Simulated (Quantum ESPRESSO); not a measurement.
The system is NaH.

```
CELL_PARAMETERS angstrom
0.00000 2.44000 2.44000
2.44000 0.00000 2.44000
2.44000 2.44000 0.00000
ATOMIC_POSITIONS crystal
Na 0.00000 0.00000 0.00000
H 0.50000 0.50000 0.50000
```

Base run:

* Program: Quantum ESPRESSO 7.5
* Functional: LDA
* Potentials or basis: PseudoDojo 0.4.1 SR LDA standard
* Cutoff: 1197 eV
* Density cutoff: 4789 eV
* k mesh: 6 × 6 × 6
* Occupations: fixed
* Spin: no spin polarisation

Its results: band gap on the k mesh, mean-field level 3.42 eV, indirect (least direct gap 4.27 eV).

Task: The run is repeated on the same cell with these changes: functional from LDA to PBEsol; potentials or basis from PseudoDojo 0.4.1 SR LDA standard to PseudoDojo 0.4.1 SR PBEsol standard. What comes out?

Result: Band gap on the k mesh, mean-field level 3.57 eV, indirect (least direct gap 4.41 eV).

A k mesh can miss the band edges.
